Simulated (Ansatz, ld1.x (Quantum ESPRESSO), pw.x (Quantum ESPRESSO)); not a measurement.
tantalum (Ta): one change to the PAW potential, in the atom and in the diamond crystal

```json
{"Element": "Ta (Z = 73)", "Generator": "ld1.x (Quantum ESPRESSO) 7.5", "Type": "PAW", "Functional": "PBE", "Relativity": "scalar-relativistic", "Frozen core": "[Xe] 4f14", "Valence charge": "5", "Reference configuration": "5d3 6s2 6p0", "Partial waves": "6s (bound): rcut 2.95, rcutus 3.20 bohr; 6s channel at 3.7 Ry: rcut 2.95, rcutus 3.20 bohr; 6p (bound, empty): rcut 3.55, rcutus 3.85 bohr; 6p channel at 1.1 Ry: rcut 3.55, rcutus 3.85 bohr; 5d (bound): rcut 1.90, rcutus 2.25 bohr; 5d channel at 1.3 Ry: rcut 1.90, rcutus 2.25 bohr", "Local potential": "all-electron potential smoothed inside 2.30 bohr (lloc = -2)", "Core correction": "Bessel-smoothed model core inside 2.00 bohr", "Augmentation charge": "PSQ, inside the norm-conserving radii"}
```

Change: all radii but the core radius scaled by about 1.35 (s 4.32, p 5.20, d 3.04 bohr, rcut 3.98/4.80/2.56); local potential all-electron potential smoothed inside 3.10 bohr (lloc = -2).

Cutoffs, loose and tight: the cutoffs (Ry, on a coarse ladder) from which the occupation-weighted sum of valence levels, in a spherical-Bessel basis at the reference potential, stays within 10 and 1 mRy of its value at 400 Ry. They do not see the model core or the augmentation charge, which bear on the density cutoff. Test errors are all-electron minus pseudo excitation energies from the reference, over the configurations 5d3 6s1 6p0; 5d3 6s0 6p0; 5d2 6s0 6p0; 5d2 6s2 6p1; 5d3.5 6s1.5 6p0; 5d3 6s1.5 6p0; 5d3 6s1 6p1; variants that change the core or the reference have their own tests.

Crystal test: diamond Ta in pw.x 7.5, no spin, 8³ k-points, Fermi–Dirac smearing 0.01 Ry, cutoffs set for each file from its atomic test. The reference is all-electron LAPW (Ansatz 0.2.0) with the same functional, mesh and smearing; V0 and B0 come from Birch–Murnaghan fits to the pressures at five volumes. Errors are pseudo minus all-electron; Δ is the rms difference of the E(V) curves that follow from these fits, minima aligned, over ±6 % about the mean V0. Mesh and smearing are coarse, so the numbers serve the comparison and aren't converged zero-temperature values; the lattice is a test structure that the element need not adopt.

All-electron: a0 = 6.108 Å (V0 = 28.49 Å³/atom), B0 = 68.6 GPa.

**Question.** Does the change bring the crystal closer to the all-electron result?

**Answer.** The mean pressure error goes from +0.96 to +2.94 GPa, so the change moves the solid further from the all-electron pressures.

| quantity | base | changed |
| --- | --- | --- |
| outcome (atom) | generated | generated |
| cutoff, loose (atom) | 18 Ry | 10 Ry |
| cutoff, tight (atom) | 21 Ry | 12 Ry |
| bound ghosts (atom) | none | none |
| largest test error (meV) (atom) | -235 | -24 over the solved tests; 1 of 7 tests not solved or not reliable |
| cutoffs in pw.x (Ry) | 40/320 | 40/320 |
| a0 (Å) | 6.138 | 6.203 |
| a0 error (%) | +0.48 | +1.55 |
| B0 error (%) | -2.3 | -8.7 |
| Δ (meV/atom) | 6.0 | 18.8 |
| mean pressure error (GPa) | +0.96 | +2.94 |

Base: The largest radius (3.85 bohr) exceeds half the bond length (2.50 bohr), so the spheres overlap, which is one possible source of error among others. Changed file: The largest radius (5.20 bohr) exceeds half the bond length (2.50 bohr), so the spheres overlap, which is one possible source of error among others. This is a poor potential for the solid. Atomic configuration tests: 1 of 7 tests not solved or not reliable. The atomic cutoffs weigh occupied waves only.
